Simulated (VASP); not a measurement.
Here is a VASP 6.6.1 calculation.

Contents of INCAR:

```
SYSTEM = InP
  PREC = Accurate
  ENCUT = 520
  EDIFF = 1E-6
  ISMEAR = -1
  SIGMA = 0.02
  LREAL = .False.
  LASPH = .True.
  NELM = 100
  ALGO = Normal
  ISIF = 2
  LWAVE = .False.
  LCHARG = .False.
  NBANDS = 16
  KPAR = 4
```

Contents of KPOINTS:

```
regular mesh
0
Gamma
  7 7 7
  0 0 0
```

POSCAR

```
InP
1.0
    0.0000000000      2.9305000000      2.9305000000
    2.9305000000      0.0000000000      2.9305000000
    2.9305000000      2.9305000000      0.0000000000
In P
1 1
Direct
    0.0000000000      0.0000000000      0.0000000000
    0.2500000000      0.2500000000      0.2500000000
```

Potentials or basis: VASP PAW LDA potentials, release 64 (In_d, P).

Command:

```bash
$ cat potpaw_LDA.64/In_d/POTCAR potpaw_LDA.64/P/POTCAR > POTCAR
$ mpirun -np 4 vasp_std > vasp.out
```

Problem. Estimate the band gap on the k mesh.

Solution. 0.51 eV, direct.

Problem. Predict the pressure.

Solution. -1.2 GPa.

Caveat: spin-orbit coupling is left out, which moves the levels of the heavy elements.

**Experimental background.**

From a printed reference work, data compilation, for a bulk crystal of InP at 1.6 K: band gap 1.4236 eV (direct).

Against the measured gap of InP, 1.4236 eV (direct; 1.6 K; a printed reference work, data compilation), the calculated 0.51 eV is off by -0.91 eV. Spin-orbit coupling on In is left out. The value is that of LDA, without temperature or zero-point motion. Semilocal functionals fall short of measured gaps as a rule.
